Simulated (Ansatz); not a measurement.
# 1T-SiSTe monolayer in a perpendicular field, part 3 of 3

Aim: how the 1T-SiSTe monolayer screens a field along its normal, and what the field does to its bands. A positive field points along +c.

Ansatz 0.2.0; plane-wave DFT, PBE-D3(BJ), Ansatz PAW.

So far. Step 2 (Relaxation): The lattice constant a goes from 3.361 to 3.489 Å. Step 3 (Single point, field 0): The work function of the upper face is 4.93 eV.

### 4. Single point, field 0.1 V/Å

File input.yaml:

```yaml
crystal:
  lattice:
    - [3.4893031928, 0.0, 0.0]
    - [-1.7446515964, 3.0218252065, 0.0]
    - [0.0, 0.0, 21.0171636294]
  atoms:
    - { symbol: Te, position: [0.6666666667, 0.3333333333, 0.4282214365] }
    - { symbol: Si, position: [0.0, 0.0, 0.512591859] }
    - { symbol: S, position: [0.3333333333, 0.6666666667, 0.5717785635] }
kpoints:
  mp_grid: { grid: [18, 18, 1] }
  band_path:
    path: [[0, 0, 0], [0.5, 0, 0], [0.33333333, 0.33333333, 0], [0, 0, 0]]
    npoints: 16
hamiltonian:
  xc: pbe
  dispersion: d3bj
scf:
  occupations: { method: fermi_dirac, width: 0.02585 }
  convergence: { dr2_threshold: 1.0e-10 }
efield:
  axis: 3
  dipole_correction: true
  ramp_position: 0.97
  ramp_width: 0.06
  amplitude: 0.1
output:
  write_potential: true
  write_density: true
  volumetric_format: npy
```

Run with:

```bash
ansatz run input.yaml --threads 2 --pin off --max-ram 3072MiB --backend cpu --events-out ev --progress --plain --runs-dir out
```

Numbers of over 12 decimals in the logs are rounded to 6 here.

The program printed:

```text
[...]
Crystal: 3 atoms, lattice volume = 221.606 Å³
Basis set: ecut = 420 eV, 4289 PW (Γ)
Bands: 17, of which v1, the nominal top of the filled ones, is band 13 counted from 1 (12 counted from 0)
Symmetry: 6 space group operations
[...]
k-points: 37 of 324 (time reversal used)
[...]
--- Band table (eV; the first three rows and the last of 37) ---
  k-point 0: bands = [... 9 lower, -3.1112, -3.1112, -0.0427, -0.0427, 0.3958, 2.5258, 2.9017, 2.9017]
  k-point 1: bands = [... 9 lower, -3.2786, -3.1824, -0.4514, -0.0764, 0.6616, 2.5837, 2.8094, 2.9569]
  k-point 2: bands = [... 9 lower, -3.3720, -3.2177, -1.2923, -0.1908, 1.0467, 2.4310, 2.9465, 3.1339]
  k-point 36: bands = [... 9 lower, -5.8720, -5.8583, -3.1721, -2.4930, -0.1199, 3.1311, 4.0031, 4.3693]
[key lines of the parts left out:]
SCF converged after 10 iterations
Free energy (F): -8519.033953 eV
Fermi energy:    -0.542204 eV
Dipole field:    D = -0.006941 V/Å  (p = -0.008501 e·Å, saw-weighted, corrected)
```

Elapsed: 11 s, on 2 threads of Arm Neoverse V2, shared host; peak memory 0.46 GiB; 22 s of CPU time.

The dipole is -0.00850 e·Å, 0.0313 e·Å from its value without field.

### 5. Atoms held, field -0.1 V/Å

Changes to input.yaml since step 4:

```diff
@@ -25,3 +25,3 @@
   ramp_width: 0.06
-  amplitude: 0.1
+  amplitude: -0.1
 output:
```

The program printed:

```text
[...]
Crystal: 3 atoms, lattice volume = 221.606 Å³
Basis set: ecut = 420 eV, 4289 PW (Γ)
Bands: 17, of which v1, the nominal top of the filled ones, is band 13 counted from 1 (12 counted from 0)
Symmetry: 6 space group operations
[...]
k-points: 37 of 324 (time reversal used)
[...]
--- Band table (eV; the first three rows and the last of 37) ---
  k-point 0: bands = [... 9 lower, -3.0944, -3.0944, -0.0065, -0.0065, 0.4207, 2.7315, 2.9306, 2.9306]
  k-point 1: bands = [... 9 lower, -3.2517, -3.1654, -0.4150, -0.0403, 0.6874, 2.7296, 2.9168, 2.9856]
  k-point 2: bands = [... 9 lower, -3.3544, -3.1911, -1.2558, -0.1548, 1.0756, 2.4931, 3.1600, 3.1623]
  k-point 36: bands = [... 9 lower, -5.8456, -5.8288, -3.1531, -2.4503, -0.0857, 3.1730, 4.0247, 4.4024]
[key lines of the parts left out:]
SCF converged after 10 iterations
Free energy (F): -8519.041911 eV
Fermi energy:    -0.512267 eV
Dipole field:    D = -0.058022 V/Å  (p = -0.071058 e·Å, saw-weighted, corrected)
```

Run time: 12 s. Hardware: 2 threads; peak memory 0.46 GiB; 24 s of CPU time.

The dipole is -0.0711 e·Å, -0.0313 e·Å from its value without field.

### 6. Response, atoms held

This step: plane-wave DFT, PBE-D3(BJ), Ansatz PAW; response to a field along the normal, atoms held (Ansatz 0.2.0).

The dipoles give the slope, and the difference of two potentials shows where the field is screened.

Numbers from this step:

```yaml
equivalent_conductor_thickness_p_eps_0ae: 5.368 Å
distance_between_the_outer_atoms: 3.017 Å
```

Table of dipole of the cell by applied field:

```
applied field (V/Å)  dipole of the cell (e·Å)
            -0.1000                   -0.0711
             0.0000                   -0.0398
             0.1000                  -0.00850
```

Local field over the applied field, running mean. From the potentials at -0.1 and 0.1 V/Å; running mean over 2.5 Å. Local field over applied field against z:

```
z (Å)  local field over applied field
 4.09                           0.999
 4.52                           0.997
 4.96                           0.993
 5.40                           0.981
 5.84                           0.956
 6.28                           0.901
 6.71                           0.803
 7.15                           0.664
 7.59                           0.509
 8.03                           0.353
 8.47                           0.208
 8.90                          0.0955
 9.34                          0.0437
 9.78                          0.0346
10.22                          0.0295
10.80                          0.0377
11.24                          0.0679
11.68                           0.119
12.11                           0.204
12.55                           0.333
12.99                           0.490
13.43                           0.645
13.87                           0.786
14.30                           0.892
14.74                           0.953
15.18                           0.981
15.62                           0.993
16.05                           0.997
16.49                           0.999
16.93                           1.000
```

Electrons, planar mean, per unit field. Table of induced electron density by z:

z (Å), induced electron density (e/Å³ per V/Å) and a bar from the least value:
```
     4.09    0.00000 ###############
     4.52    0.00001 ###############
     4.96    0.00003 ###############
     5.40    0.00009 ################
     5.84    0.00021 ################
     6.28    0.00050 #################
     6.71    0.00112 ####################
     7.15    0.00223 #########################
     7.59    0.00347 ##############################
     8.03    0.00312 #############################
     8.47    0.00095 ###################
     8.90    0.00061 ##################
     9.34    0.00054 ##################
     9.78    0.00005 ###############
    10.22   -0.00132 ##########
    10.80    0.00042 #################
    11.24    0.00086 ###################
    11.68   -0.00077 ############
    12.11   -0.00107 ###########
    12.55   -0.00243 #####
    12.99   -0.00359 
    13.43   -0.00254 ####
    13.87   -0.00127 ##########
    14.30   -0.00055 #############
    14.74   -0.00022 ##############
    15.18   -0.00008 ###############
    15.62   -0.00003 ###############
    16.05   -0.00001 ###############
    16.49    0.00000 ###############
    16.93    0.00000 ###############
```

By hand: between -0.1 and 0.1 V/Å the dipole changes by 0.06256 e·Å, a slope of 0.3128 e·Å²/V. A perfect conductor of thickness t has p = ε₀AEt, so t = 180.95 × 0.3128 / 10.544 = 5.37 Å (e/ε₀ = 180.95 V·Å, A in Å²).

The induced dipole is that of a conductor 5.37 Å thick.

### 7. What came out

* gap without field: none
* work function, upper face: 4.93 eV
* step between the vacuum levels: 0.683 eV
* equivalent conductor thickness, atoms held: 5.37 Å

What this shows: The induced dipole equals that of a perfect conductor 5.37 Å thick, while the outer atoms lie 3.02 Å apart. The two faces differ: the vacuum level above lies 0.68 eV higher than the one below. There is no gap over 0.03 eV, with or without the field. Spin-orbit coupling is left out, which matters for the bands of elements this heavy.

[Logs are printed without paths, hosts, clocks, repeated set-up lines and the standing remarks that a program may print on its own settings, such as how far it seeks lower states.]

[Hosts, paths, dates, database ids (printed as entryN), source tags and the programs' standing remarks are cut or masked in the printed files.]

[Maps of the electrostatic potential energy from Ansatz leave out the sawtooth potential of an applied field or a dipole correction, so their vacuum need not be flat; planar profiles and work functions include it.]
